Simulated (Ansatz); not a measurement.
Au:

```
Au
1.0
     0.00000    2.03500    2.03500
     2.03500    0.00000    2.03500
     2.03500    2.03500    0.00000
Au
1
Direct
  0.00000 0.00000 0.00000
```

- Program: Ansatz 0.2.0
- Task: relaxation of cell and atoms
- Functional: RPBE
- Dispersion: D4
- Potentials or basis: Ansatz PAW
- Cutoff: 420 eV (not typed: the program's choice for these potentials)
- k mesh: 11 × 11 × 11
- Occupations: fermi-dirac, width 0.05 eV
- Spin: no spin polarisation

At the start: volume 16.85 Å³/atom.

Question: How do energy, volume and symmetry change on relaxing?

Answer: It ends after 4 steps and the volume is 17.19 Å³/atom (+2.0 %); space group Fm-3m (No. 225, to 0.05 Å).

The path:
| step | energy change (eV) | largest force (eV/Å) | volume (Å³) |
| --- | --- | --- | --- |
| 1 | 0.0000 | 0.0000 | 16.85 |
| 2 | -0.0032 | 0.0000 | 17.21 |
| 3 | -0.0033 | 0.0000 | 17.19 |
| 4 | -0.0034 | 0.0000 | 17.19 |

Final structure:
```
CELL_PARAMETERS angstrom
0.00000 2.04822 2.04822
2.04822 0.00000 2.04822
2.04822 2.04822 0.00000
ATOMIC_POSITIONS crystal
Au 0.00000 0.00000 0.00000
```

Caveat: the plane-wave basis is chosen anew once the cell has moved, so the energies of steps on either side of that aren't comparable; the PAW data sets come from PBE, with cores solved anew for the run's functional, which leaves a small shift of forces and pressure.
